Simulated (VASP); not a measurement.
# CsBr: single point with LDA

Crystal: CsBr.

```
CELL_PARAMETERS angstrom
4.28600 0.00000 0.00000
0.00000 4.28600 0.00000
0.00000 0.00000 4.28600
ATOMIC_POSITIONS crystal
Cs 0.00000 0.00000 0.00000
Br 0.50000 0.50000 0.50000
```

- Program: VASP 6.6.1
- Task: single point
- Functional: LDA
- Potentials or basis: VASP PAW LDA potentials, release 64 (Cs_sv, Br)
- Cutoff: 520 eV
- k mesh: 4 × 4 × 4
- Occupations: gaussian, width 0.1 eV
- Spin: no spin polarisation
- Dipole correction: no
- Further INCAR settings: ALGO = Normal; EDIFF = 1e-06; NBANDS = 15

- Pressure: -1.6 GPa
- Band gap on the k mesh: 4.14 eV, direct

Levels at points of the mesh, in eV from the valence-band top:
```
           k point  band 4  band 5  band 6  band 7  band 8  band 9  band 10  band 11  band 12  band 13
(0.00, 0.00, 0.00)   -6.31   -6.31    0.00    0.00    0.00    4.14     4.67     4.67     9.04     9.04
(0.50, 0.00, 0.00)   -6.20   -6.20   -1.40   -0.23   -0.23    5.69     7.06     7.47     8.08     8.76
(0.50, 0.50, 0.00)   -6.94   -6.13   -0.59   -0.59    0.00    4.98     5.26     7.07     7.07    10.81
(0.50, 0.50, 0.50)   -6.74   -6.74   -1.23   -1.23   -1.23    8.17     8.17     8.17     8.91     8.91
```

It took 9.5 s on 1 thread of Intel(R) Xeon(R) Platinum 8175M CPU @ 2.50GHz (Skylake/Cascade Lake), with other jobs on the host, peak memory 0.15 GiB.

Caveat: spin-orbit coupling is left out, which moves the levels of the heavy elements.
